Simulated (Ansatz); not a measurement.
## CdSe (Pm-3n) at 2 levels of theory

One geometry, relaxed with PBE; plane waves with PAW potentials in Ansatz, scalar-relativistic. No spin polarisation. Gaps are the least over mesh and band path; pressure is positive in compression.

```yaml
crystal:
  lattice:
    - [7.61659, 0.00000, 0.00000]
    - [0.00000, 7.61659, 0.00000]
    - [0.00000, 0.00000, 7.61659]
  atoms:
    - { symbol: Cd, position: [0.50000, 0.00000, 0.75000] }
    - { symbol: Cd, position: [0.75000, 0.50000, 0.00000] }
    - { symbol: Cd, position: [0.00000, 0.75000, 0.50000] }
    - { symbol: Cd, position: [0.50000, 0.00000, 0.25000] }
    - { symbol: Cd, position: [0.25000, 0.50000, 0.00000] }
    - { symbol: Cd, position: [0.00000, 0.25000, 0.50000] }
    - { symbol: Se, position: [0.00000, 0.50000, 0.75000] }
    - { symbol: Se, position: [0.75000, 0.00000, 0.50000] }
    - { symbol: Se, position: [0.50000, 0.75000, 0.00000] }
    - { symbol: Se, position: [0.00000, 0.50000, 0.25000] }
    - { symbol: Se, position: [0.25000, 0.00000, 0.50000] }
    - { symbol: Se, position: [0.50000, 0.25000, 0.00000] }
```

```tsv
level	cutoff (eV)	k mesh	gap (eV)	pressure (GPa)
PBE	420	4×4×4	0.65	0.0
```

What comes out on the same cell with LDA?

| level | cutoff (eV) | k mesh | gap (eV) | pressure (GPa) |
| --- | --- | --- | --- | --- |
| LDA | 420 | 4×4×4 | 0.41 | -3.3 |

The structure comes from a generated guess; another structure or a mixture of phases may lie lower.
